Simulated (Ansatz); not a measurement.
Runs of Ansatz 0.2.0 on WS2. The cell holds a slab with vacuum, 3 atoms: a = 3.184 Å, b = 3.184 Å, c = 16.951 Å, α = 90.00°, β = 90.00°, γ = 120.00°. 

```tsv
potentials or basis	cutoff (eV)	basis error allowed	gap on the mesh (eV)	largest force (eV/Å)
all-electron LAPW, non-relativistic	257	0.002 eV/atom	2.01	(a)
all-electron PAW datasets made for the crystal	300	-	1.99	0.12
all-electron LAPW, scalar-relativistic	259	0.002 eV/atom	1.99	0.12
all-electron LAPW, inner shells corrected to Dirac's equation	259	0.002 eV/atom	1.99	0.12
```

Alike in all rows: task band structure; level PBEsol; no spin polarisation; cell as given; k mesh 10 × 10 × 2; smearing fermi-dirac 0.05 eV.

**Question.** Fill in the values left out.

**Answer.** (a) 0.52.

Caveats: spin-orbit coupling is left out, which moves the levels of the heavy elements; relativity is left out, which matters for the heavier elements (some runs).

A k mesh can miss the band edges, and the runs leave out spin-orbit coupling on W.

The runs don't all hold the same shells in valence.
